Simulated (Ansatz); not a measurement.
# In (Im-3m) in Ansatz: a series of runs

The runs below take In through single point, with PBE.

Program: Ansatz 0.2.0. These are calculated values, not measurements. Logs are shortened: lines on timing, memory, paths and dates and some standing lists are left out, and cuts for length are marked.

## 1. The structure

It takes space group Im-3m (No. 229, cubic). The conventional cell has a = 3.765 Å, b = 3.765 Å, c = 3.765 Å, α = 90.00°, β = 90.00°, γ = 90.00°. In (site symmetry m-3m) has 8 In at 3.26 Å as nearest neighbours.

This isn't the form of In at room conditions, which is tetragonal.

## 2. Single point, PBE

The input, input.yaml:

```yaml
crystal:
  lattice:
    - [-1.88252524, 1.88252524, 1.88252524]
    - [1.88252524, -1.88252524, 1.88252524]
    - [1.88252524, 1.88252524, -1.88252524]
  atoms:
    - { symbol: In, position: [0.0, 0.0, 0.0] }
hamiltonian:
  xc: pbe
  pseudopotentials: { kind: paw }
kpoints:
  mp_grid: { grid: [10, 10, 10] }
scf:
  occupations: { method: gaussian, width: 0.013 }
output:
  forces: true
  stress: true
  eigenvalues: true
```

Potentials or basis: Ansatz PAW.

On the command line:

```bash
> ansatz run input.yaml --threads 2 --pin off --max-ram 5632MiB --backend cpu --events-out ev --progress --plain --runs-dir out
```

Log:

```text
Warning: RAYON_NUM_THREADS=2 ignored (pool sized by the plan → 2); use --threads N
Engine: ansatz 0.2.0, aarch64-unknown-linux-gnu
Pseudopotentials: kind: paw
Pseudopotential: In, paw, valence charge 13, recommended cutoff 420 eV (normal), In.paw.azcp
Functional definition: PBE
  parameter kappa = 0.804
  parameter beta = 0.06672455060314922
  exchange = pbe_x(kappa = kappa, mu = beta*pi^2/3)
  correlation = pbe_c(beta = beta)
Crystal: 1 atoms, lattice volume = 26.686 Å³
Basis set: ecut = 420 eV, 531 PW (Γ), exchange–correlation on 48×48×48 points (8 copies of the dense FFT grid, shifted against one another)
Bands: 11, of which v1, the nominal top of the filled ones, is band 7 counted from 1 (6 counted from 0)
Symmetry: 48 space group operations
Space group: Im-3m (ITA 229), of the structure as read, at distance tolerance 3.0e-5 Å
k-points: 47 of 1000
Non-local potential: In, projectors of the file, l = 0: 2, l = 1: 2, l = 2: 2, l = 3: 2
PAW form: soft (Blöchl's): semilocal exchange-correlation on the pseudo side does not see the compensation charge
PAW one-centre angular grid: In, 590 points (default); XC on 64 Gauss nodes
Initial density: superposition of atomic densities (neutral atoms: chi_scale 0, normalization atom), corrected by the library's trained network
Initial wavefunctions: pseudopotential atomic-orbital guess
Functional: x = pbe(κ = 0.804, μ = 0.2195149727645171), c = pbe(β = 0.06672455060314922)
SCF iter   1: F=—  HF=-5597.833637 eV  |F-HF|=—  |Δ(HF+E_count)|=         —  Δρ=7.73e-4  dr2=9.94e-5  ethr=1.77e-3  ⟨swp⟩=6.0  Hψ=3101  notcnv=0
preconditioner: auto → none  [insulator: Δε(μ)=0.030 eV  Ē_g=19.751 eV  σ=0.013 eV  W_gap=0.57  n_scr=12 (ndim 8)  ℏωp=25.9 eV  f_vac=0.000  D(μ)=5.43/eV (n_scr^D=86)  ε∞_Penn≈2.7]
SCF iter   2: F=—  HF=-5597.833147 eV  |F-HF|=—  |Δ(HF+E_count)|=   4.90e-4  Δρ=3.15e-4  dr2=1.54e-5  ethr=7.65e-7  ⟨swp⟩=2.6  Hψ=1298  notcnv=0  defer=1
SCF iter   3: F=—  HF=-5597.833165 eV  |F-HF|=—  |Δ(HF+E_count)|=   1.78e-5  Δρ=1.83e-4  dr2=5.19e-6  ethr=1.19e-7  ⟨swp⟩=2.0  Hψ=797  notcnv=0  defer=2
SCF iter   4: F=—  HF=-5597.833163 eV  |F-HF|=—  |Δ(HF+E_count)|=   2.20e-6  Δρ=6.38e-5  dr2=5.28e-7  ethr=3.99e-8  ⟨swp⟩=2.3  Hψ=765  notcnv=0  defer=2
iter 5 did not close the SCF: its close was put off for the readings that it lacked (scf_convergence_deferred on its scf_iter line)
SCF iter   5: F=-5597.833163 eV  HF=-5597.833163 eV  |F-HF|=3.44e-9  |Δ(HF+E_count)|=   1.01e-7  Δρ=5.32e-6  dr2=3.43e-9  ethr=4.06e-9  ⟨swp⟩=2.3  Hψ=799  notcnv=0  defer=2
SCF iter   6: F=-5597.833163 eV  HF=-5597.833163 eV  |F-HF|=5.00e-11  |Δ(HF+E_count)|=  6.18e-10  Δρ=5.64e-7  dr2=3.61e-11  ethr=2.63e-11  ⟨swp⟩=3.0  Hψ=1854  notcnv=0
SCF 1 converged in 6 iterations: F = -5597.833163 eV  dr2 = 3.61e-11
SCF converged after 6 iterations
Free energy (F): -5597.833163 eV
Harris-Foulkes:  -5597.833163 eV  (|F-HF|=5.00e-11)
Internal energy: -5597.832701 eV  (E = F + TS)
E sigma→0 (E₀):  -5597.832932 eV
Entropy (-TS):   -0.000462 eV (-0.462 meV/atom)
Fermi energy:    9.944437 eV
--- Per-component energies (eV) ---
  E_band       = -26.718611
  E_kinetic    = 241.170681
  E_local      = -1086.618478  (includes V_loc(G=0)·N_el)
  E_nonlocal   = 366.017457
  E_hartree    = 425.663650
  E_xc         = -216.030058
  E_vxc        = -99.999416  (∫ρ·V_xc dr)
  E_paw        = -4151.926851  (= ΣΔE_a)
  E_vpaw       = -298.615991  (= ΣTr[D̂ρ^β])
  E_aug_tail   = 0.000026  (compensation charges beyond the density's cutoff)
  E_ewald      = -1176.109129
  E_smearing   = -0.000462  (= −TS)
  E_closure    = 0.000000  (closes the sum)
  Σ components = -5597.833163   (vs F -5597.833163, Δ=0.00e0)
--- Forces (eV/Å), atoms counted from 1 ---
  atom   1  In    -0.00000000     0.00000000     0.00000000
  max |Σ_I F_I| component: 2.55e-31 eV/Å
--- Stress (GPa, compression-positive) ---
        1.513709      -0.000000      -0.000000
        0.000000       1.513709       0.000000
        0.000000      -0.000000       1.513709
  P = ⅓ Tr σ = 1.5137 GPa (15.137 kbar)
--- Band table (eV; the first three rows and the last of 47) ---
  k-point 0: bands = ["-4.6782", "-4.6782", "-4.6782", "-4.4140", "-4.4140", "0.5807", "20.8866", "20.8866", "20.8866", "22.9170", "22.9170"]
  k-point 1: bands = ["-4.6884", "-4.6690", "-4.6391", "-4.4247", "-4.4145", "0.8091", "18.8099", "19.9107", "20.3586", "21.8754", "22.1893"]
  k-point 2: bands = ["-4.7150", "-4.6558", "-4.5349", "-4.4455", "-4.4153", "1.5025", "15.3487", "18.3299", "19.2007", "21.0426", "21.2408"]
  k-point 46: bands = ["-4.7788", "-4.7788", "-4.2898", "-4.2898", "-4.2898", "10.8819", "11.2504", "11.2504", "11.2504", "15.2268", "15.2268"]
```

Wall time 0.64 s (2 threads of Arm Neoverse V1, shared host); peak memory 0.27 GiB.

What came out:

```yaml
Free_energy: -5597.8332 eV
Pressure: 1.5 GPa
Band_gap_on_the_k_mesh: none (metal or under the smearing width)
```

## 3. Single point, PBE

input.yaml, as its differences from that of step 2:

```diff
@@ -13,3 +13,3 @@
 scf:
-  occupations: { method: gaussian, width: 0.013 }
+  occupations: { method: gaussian, width: 0.014 }
 output:
```

Potentials or basis: Ansatz PAW.

On the command line:

```bash
> ansatz run input.yaml --threads 2 --pin off --max-ram 5632MiB --backend cpu --events-out ev --progress --plain --runs-dir out
```

Run time: 0.64 s. Hardware: 2 threads of Arm Neoverse V1, shared host; peak memory 0.27 GiB.

It converged, with:

```
Free energy            : -5597.8332 eV
Pressure               : 1.5 GPa
Band gap on the k mesh : none (metal or under the smearing width)
```

Levels at points of the mesh, in eV from the Fermi level:
```csv
k point,band 3,band 4,band 5,band 6,band 7,band 8,band 9,band 10
"(0.00, 0.00, 0.00)",-14.62,-14.36,-14.36,-9.36,10.94,10.94,10.94,12.97
"(0.00, 0.00, -0.50)",-14.37,-14.36,-14.19,-3.88,-3.07,5.88,7.31,10.04
"(-0.50, -0.50, -0.50)",-14.23,-14.23,-14.23,0.94,1.31,1.31,1.31,5.28
```
